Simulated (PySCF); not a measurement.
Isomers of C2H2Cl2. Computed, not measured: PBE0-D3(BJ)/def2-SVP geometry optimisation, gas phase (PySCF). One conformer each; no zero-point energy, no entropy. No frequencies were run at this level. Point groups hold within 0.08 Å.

Problem. Order them by energy at this level, lowest first, and give relative energies in kcal/mol.
A. `Cl/C=C/Cl`
B. `Cl/C=C\Cl`

Solution. B (0.0), A (0.7).

Neighbours under 2.5 kcal/mol apart (Cl/C=C\Cl and Cl/C=C/Cl) can change places with a better method, another conformer or zero-point energy. Cl/C=C\Cl and Cl/C=C/Cl are stereoisomers, 0.7 kcal/mol apart in the conformers taken.

```json
{"SMILES": "Cl/C=C\\Cl", "E (Eh)": "-997.04645", "E rel (kcal/mol)": "0.0", "dipole (D)": "1.80", "point group": "C2v", "A, B, C (MHz)": "11640, 2517, 2069"}
{"SMILES": "Cl/C=C/Cl", "E (Eh)": "-997.04533", "E rel (kcal/mol)": "0.7", "dipole (D)": "0.00", "point group": "C2h", "A, B, C (MHz)": "53133, 1538, 1495"}
```

Problem. How do the relative energies change in single points at PBE0/pcSseg-1 (no added dispersion term) on the same geometries?

Solution. 
```
   SMILES  PBE0-D3(BJ)/def2-SVP (kcal/mol)  PBE0/pcSseg-1 (kcal/mol)  shift
Cl/C=C\Cl                              0.0                       0.0    0.0
Cl/C=C/Cl                              0.7                       0.6   -0.1
```

Each column counts from its own lowest isomer. The order is unchanged; the largest shift is 0.1 kcal/mol.
